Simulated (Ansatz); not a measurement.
Si₃N₄: excitons and shallow donors from band masses and screening

Computed with DFT PBE, scalar-relativistic, plane waves, PAW (Ansatz 0.2.0).

Settings: cutoff 420 eV, Γ-centred mesh 6×6×6 on the computed 14-atom cell, Gaussian smearing of 0.02 eV; no spin polarisation.

Relaxed cell: I-43d, a = 6.490 Å, b = 6.490 Å, c = 6.490 Å, α = 90.00°, β = 90.00°, γ = 90.00°, 14 atoms in the primitive cell. This form isn't the usual stable structure of the compound.

The calculation gives a Kohn–Sham gap of 4.03 eV, an electron mass of 0.716 mₑ and a hole mass of 1.37 mₑ (harmonic means over x, y, z and over the bands degenerate at each edge), and ε∞ = 4.85 (independent particles, mean of the diagonal).

Task: Estimate the binding energy and radius of a Wannier–Mott exciton and of a shallow donor, and say whether the hydrogenic model can hold.

Result: The reduced mass is μ = mₙmₕ/(mₙ + mₕ) = 0.47 mₑ, with mₙ and mₕ the band masses. With E_b = 13.606 eV × μ/ε² and a = 0.529 Å × ε/μ (μ in mₑ) the exciton has E_b = 272 meV and a = 5.5 Å. For a donor μ is the electron mass: 414 meV and 3.6 Å. The radius isn't large against the shortest lattice vector (5.62 Å), so the continuum picture is doubtful and the numbers are only a scale. In a polar crystal the ions screen too, so a state bound more weakly than an optical phonon feels the larger static constant, which lowers the energy and widens the orbit. The other way, the small Kohn–Sham gap and the missing local fields make ε∞ too large and the masses tend to be too light, which underbinds. The edges lie at different points of the zone, so the exciton is indirect.

Cost: 4 runs of about 8.7 core-minutes in all, on Intel Xeon Processor @ 2.70GHz (shared hosts).